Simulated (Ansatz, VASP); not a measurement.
**Mo: VASP beside Ansatz**

```xyz
1
Lattice="0.0000 2.0545 2.0545 2.0545 0.0000 2.0545 2.0545 2.0545 0.0000" Properties=species:S:1:pos:R:3 pbc="T T T"
Mo    0.0000    0.0000    0.0000
```

Change from the starting cell: volume scaled by 1.06.

Alike in both runs: task single point; functional BLYP; dispersion D4; k mesh 8 × 8 × 8; occupations gaussian, width 0.15 eV; non-collinear spin, spin-orbit coupling.

|  | VASP | Ansatz |
| --- | --- | --- |
| version | VASP 6.6.1 | Ansatz 0.2.0 |
| potentials or method | VASP PAW PBE potentials, release 64 (Mo_sv), cutoff 520 eV | all-electron LAPW, relativistic spinors |

Ansatz gave:

| Quantity | Value |
| --- | --- |
| gap on the k mesh at the Fermi level (eV) | none |
| pressure (GPa) | -17.3 |
| net moment per atom (μB) | 0.00 |
| dispersion energy (meV/atom) | -1050.6 |

What did VASP give for the same quantities?

gap on the k mesh at the Fermi level (eV): none; pressure (GPa): -16.8; net moment per atom (μB): 0.00; dispersion energy (meV/atom): -1050.5.

A gap of «none» marks a metal or a gap that the smearing closes. Ansatz ran all-electron here, so the differences hold the error of VASP's frozen core and of both bases.

Caveats: so large a pressure means that the cell lies far from this level's equilibrium, or that cutoff or potentials fall short (VASP); the potentials were made for another functional, which shifts forces and pressure (VASP); the k mesh is thin for a metal, which can move the energy by tens of meV per atom (Ansatz); pairwise dispersion overbinds metals, which lowers pressure and volume (Ansatz).
